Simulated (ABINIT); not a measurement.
Runs of ABINIT 10.8.3 (patched build) on TiB2. It takes space group P6/mmm (No. 191, hexagonal). The conventional cell has a = 3.029 Å, b = 3.029 Å, c = 3.228 Å, α = 90.00°, β = 90.00°, γ = 120.00°. Ti (site symmetry 6/mmm) is surrounded by 12 B at 2.38 Å. B (site symmetry -6m2) is surrounded by 3 B at 1.75 Å. 

```tsv
task	level	potentials or basis	cell	k mesh	cutoff (eV)	cell freedom (optcell)	optimiser (ionmov)	cutoff smearing ecutsm (Ha)	force stop (Ha/bohr)	stop of the response cycle (tolvrs)	gap on the mesh (eV)	pressure (GPa)	relaxed volume (Å³/atom)
relaxation of cell and atoms	PBEsol	PseudoDojo NC SR PBEsol v0.4.1 standard	relaxed	8 × 8 × 6	1143	2	2	0.5	2e-05	-	none	0.0	8.38
single point	LDA	PseudoDojo NC SR LDA v0.4.1 standard	as given	8 × 8 × 6	952	-	-	-	-	-	none	-	-
relaxation of cell and atoms	LDA	PseudoDojo NC SR LDA v0.4.1 standard	relaxed	8 × 8 × 6	1143	2	2	0.5	2e-05	-	none	0.0	(a)
single point	PBEsol	PseudoDojo NC SR PBEsol v0.4.1 standard	as given	8 × 8 × 6	1034	-	-	-	-	-	none	-4.9	-
single point	PBEsol	PseudoDojo NC SR PBEsol v0.4 stringent	as given	8 × 8 × 6	1034	-	-	-	-	-	none	-4.9	-
single point	LDA	PseudoDojo NC SR LDA v0.4.1 standard	cell relaxed	8 × 8 × 6	1143	-	-	-	-	-	none	0.0	-
phonons at a zone-boundary q	LDA	PseudoDojo NC SR LDA v0.4.1 standard	cell relaxed at zero pressure by an earlier run	8 × 8 × 6, shifted	1143	-	-	0.5	-	1e-10	-	0.0	-
```

Alike in all rows: no spin polarisation; smearing fermi-dirac 0.05 eV.

Task: Estimate the missing entries.

Result: (a) 8.18.

Caveats: the mesh is coarse for a metal's response (some runs).

A gap of «none» marks a metal or a gap under the smearing width.

Runs at the PBE level aren't shown here.
